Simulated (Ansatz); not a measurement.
F in several cubic structure types, each at its own equilibrium volume.

All numbers below come from Ansatz, PBE, plane waves, PAW datasets (generated soft set 1).

Settings: cutoff 420 eV; no spin polarisation; Fermi–Dirac smearing of 0.0612 eV; k-meshes 56³ (bcc), 38³ (diamond), 54³ (fcc), 49³ (simple cubic).

Problem. Rank the structures by energy per atom, lowest first.
A. fcc
B. bcc
C. diamond
D. simple cubic

Solution. D (0.0 meV/atom), C (82 meV/atom), B (223 meV/atom), A (267 meV/atom).

Problem. Give the equilibrium volume and bulk modulus of each.

Solution. 
| structure | V₀ (Å³/atom) | B₀ (GPa) |
| --- | --- | --- |
| bcc | 10.09 | 53 |
| diamond | 14.51 | 38 |
| fcc | 10.15 | 50 |
| simple cubic | 10.53 | 61 |

Only these cubic types are compared here; the real ground state can be another structure or magnetic.

Model structures, not the usual forms at ambient conditions (metastable or hypothetical): F (bcc type), F (diamond type), F (fcc type), F (simple cubic type). Spin polarisation is left out, and a magnetic state may lie lower.
